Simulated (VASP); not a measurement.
Here is a VASP 6.6.1 calculation.

INCAR

```
SYSTEM = La2O3
ALGO = Normal ; EDIFF = 1E-7
EDIFFG = -0.01 ; ENCUT = 600
IBRION = 2 ; ISIF = 3
ISMEAR = 0 ; KPAR = 2
LASPH = .True. ; LCHARG = .False.
LMIXTAU = .True. ; LREAL = .False.
LWAVE = .False. ; METAGGA = R2SCAN
NELM = 100 ; NSW = 40
PREC = Accurate ; SIGMA = 0.02
```

KPOINTS

```
k-points
0
Gamma
  4 4 8
  0 0 0
```

Contents of POSCAR:

```
La2O3
1.0
    6.2667802772      0.0000000000      0.0000000000
   -3.1333901386      5.4271909200      0.0000000000
    0.0000000000      0.0000000000      3.2997660000
La O
2 3
Direct
    0.6666666667      0.3333333333      0.5000000000
    0.3333333333      0.6666666667      0.5000000000
    0.5080139900      0.0000000000      0.0000000000
    0.0000000000      0.5080139900      0.0000000000
    0.4919860100      0.4919860100      0.0000000000
```

Potentials or basis: VASP PAW PBE potentials, release 64 (La, O).

Launch:

```sh
$ cat potpaw_PBE.64/La/POTCAR potpaw_PBE.64/O/POTCAR > POTCAR
$ mpirun -np 2 vasp_std > vasp.out
```

Q: Estimate the space group after relaxing (to 0.05 Å).

A: P6/mmm (No. 191).

Q: Estimate the relaxed volume.

A: 22.84 Å³/atom.

Q: Estimate the relaxed cell.

A: a = 6.345 Å, b = 6.345 Å, c = 3.275 Å, α = 90.00°, β = 90.00°, γ = 120.00°.

Q: What does it give for the band gap on the k mesh?

A: 1.93 eV, indirect (least direct gap 2.43 eV).

Final structure:
```
La O
1.0
     6.34530    0.00000    0.00000
    -3.17265    5.49519    0.00000
     0.00000    0.00000    3.27489
La O
2 3
Direct
  0.66667 0.33333 0.50000
  0.33333 0.66667 0.50000
  0.50006 0.00000 0.00000
  0.00000 0.50006 0.00000
  0.49994 0.49994 0.00000
```

Caveat: the PAW data sets were made with another functional, which shifts forces and pressure a little; spin-orbit coupling is left out, which moves the levels of the heavy elements. r2SCAN opens gaps a little over a GGA but as a rule still falls short of measured ones.
